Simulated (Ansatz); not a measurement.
# Band structure of Nb

```
Nb
1.0
    -1.66395    1.66395    1.66395
     1.66395   -1.66395    1.66395
     1.66395    1.66395   -1.66395
Nb
1
Direct
  0.00000 0.00000 0.00000
```

The cell is COD entry 4111969, as deposited and not checked against the literature; nothing was relaxed. It differs from other determinations.

These are results of Ansatz 0.2.0, DFT, PBE, all-electron LAPW, scalar-relativistic, not measurements.

Settings: a Γ-centred 15×15×15 k mesh, Fermi–Dirac smearing of 0.03 eV, basis error target 1 meV/atom, no spin polarisation.

Points in fractions of the reciprocal vectors of this cell: Γ (0, 0, 0), H (0.5, -0.5, 0.5), N (0, 0, 0.5), P (0.25, 0.25, 0.25). The path joins them by straight lines in the order Γ–H–N–Γ–P–H–P–N; legs that retrace an earlier one aren't tabulated. Energies are in eV from the Fermi level.

Problem. Metal or insulator at this level of theory?

Solution. No gap opens: metallic or semimetallic.

Problem. Tabulate bands 11 to 17, counted from the lowest band of the run, along the path.

Solution. 
```json
{"k (1/Å)": "0.00", "point": "Γ", "band 11": "-29.74", "band 12": "-29.74", "band 13": "-5.88", "band 14": "0.36", "band 15": "0.36", "band 16": "0.36", "band 17": "3.19"}
{"k (1/Å)": "0.47", "point": "", "band 11": "-29.87", "band 12": "-29.87", "band 13": "-4.71", "band 14": "0.31", "band 15": "0.31", "band 16": "0.91", "band 17": "1.61"}
{"k (1/Å)": "0.94", "point": "", "band 11": "-30.17", "band 12": "-30.17", "band 13": "-2.51", "band 14": "-1.03", "band 15": "0.93", "band 16": "0.93", "band 17": "2.45"}
{"k (1/Å)": "1.42", "point": "", "band 11": "-30.48", "band 12": "-30.48", "band 13": "-2.94", "band 14": "-2.72", "band 15": "2.99", "band 16": "2.99", "band 17": "4.41"}
{"k (1/Å)": "1.89", "point": "H", "band 11": "-30.61", "band 12": "-30.61", "band 13": "-3.61", "band 14": "-3.61", "band 15": "5.43", "band 16": "5.43", "band 17": "5.43"}
{"k (1/Å)": "2.22", "point": "", "band 11": "-30.55", "band 12": "-30.49", "band 13": "-3.25", "band 14": "-3.12", "band 15": "3.40", "band 16": "3.64", "band 17": "5.54"}
{"k (1/Å)": "2.56", "point": "", "band 11": "-30.38", "band 12": "-30.20", "band 13": "-2.68", "band 14": "-1.74", "band 15": "0.80", "band 16": "1.70", "band 17": "5.79"}
{"k (1/Å)": "2.89", "point": "", "band 11": "-30.21", "band 12": "-29.89", "band 13": "-3.18", "band 14": "-0.98", "band 15": "0.31", "band 16": "2.21", "band 17": "5.79"}
{"k (1/Å)": "3.22", "point": "N", "band 11": "-30.14", "band 12": "-29.75", "band 13": "-3.64", "band 14": "-1.61", "band 15": "2.17", "band 16": "3.21", "band 17": "3.87"}
{"k (1/Å)": "3.56", "point": "", "band 11": "-30.09", "band 12": "-29.75", "band 13": "-3.52", "band 14": "-1.37", "band 15": "0.89", "band 16": "3.14", "band 17": "3.66"}
{"k (1/Å)": "3.89", "point": "", "band 11": "-29.95", "band 12": "-29.75", "band 13": "-3.97", "band 14": "-0.75", "band 15": "-0.11", "band 16": "2.60", "band 17": "2.69"}
{"k (1/Å)": "4.22", "point": "", "band 11": "-29.80", "band 12": "-29.74", "band 13": "-5.28", "band 14": "0.00", "band 15": "0.23", "band 16": "0.95", "band 17": "2.75"}
{"k (1/Å)": "4.56", "point": "Γ", "band 11": "-29.74", "band 12": "-29.74", "band 13": "-5.88", "band 14": "0.36", "band 15": "0.36", "band 16": "0.36", "band 17": "3.19"}
{"k (1/Å)": "4.97", "point": "", "band 11": "-29.78", "band 12": "-29.78", "band 13": "-5.00", "band 14": "-0.10", "band 15": "-0.10", "band 16": "1.42", "band 17": "2.96"}
{"k (1/Å)": "5.38", "point": "", "band 11": "-29.90", "band 12": "-29.90", "band 13": "-3.00", "band 14": "-1.08", "band 15": "-1.08", "band 16": "3.23", "band 17": "3.23"}
{"k (1/Å)": "5.78", "point": "", "band 11": "-30.12", "band 12": "-30.12", "band 13": "-1.47", "band 14": "-1.47", "band 15": "-1.11", "band 16": "3.77", "band 17": "3.77"}
{"k (1/Å)": "6.19", "point": "P", "band 11": "-30.38", "band 12": "-30.38", "band 13": "-1.09", "band 14": "-1.09", "band 15": "-1.09", "band 16": "4.00", "band 17": "4.00"}
{"k (1/Å)": "6.60", "point": "", "band 11": "-30.58", "band 12": "-29.96", "band 13": "-2.13", "band 14": "-0.75", "band 15": "-0.75", "band 16": "3.75", "band 17": "3.75"}
{"k (1/Å)": "7.01", "point": "", "band 11": "-30.66", "band 12": "-29.98", "band 13": "-1.56", "band 14": "-1.56", "band 15": "-1.24", "band 16": "3.69", "band 17": "3.69"}
{"k (1/Å)": "7.42", "point": "", "band 11": "-30.64", "band 12": "-30.38", "band 13": "-2.98", "band 14": "-2.98", "band 15": "2.09", "band 16": "4.59", "band 17": "4.59"}
{"k (1/Å)": "7.83", "point": "H", "band 11": "-30.61", "band 12": "-30.61", "band 13": "-3.61", "band 14": "-3.61", "band 15": "5.43", "band 16": "5.43", "band 17": "5.43"}
{"k (1/Å)": "9.46", "point": "P", "band 11": "-30.38", "band 12": "-30.38", "band 13": "-1.09", "band 14": "-1.09", "band 15": "-1.09", "band 16": "4.00", "band 17": "4.00"}
{"k (1/Å)": "9.70", "point": "", "band 11": "-30.35", "band 12": "-30.14", "band 13": "-1.55", "band 14": "-1.50", "band 15": "-0.39", "band 16": "3.86", "band 17": "3.98"}
{"k (1/Å)": "9.94", "point": "", "band 11": "-30.27", "band 12": "-29.94", "band 13": "-2.51", "band 14": "-1.64", "band 15": "0.57", "band 16": "3.57", "band 17": "3.93"}
{"k (1/Å)": "10.17", "point": "", "band 11": "-30.18", "band 12": "-29.80", "band 13": "-3.33", "band 14": "-1.63", "band 15": "1.61", "band 16": "3.31", "band 17": "3.89"}
{"k (1/Å)": "10.41", "point": "N", "band 11": "-30.14", "band 12": "-29.75", "band 13": "-3.64", "band 14": "-1.61", "band 15": "2.17", "band 16": "3.21", "band 17": "3.87"}
```
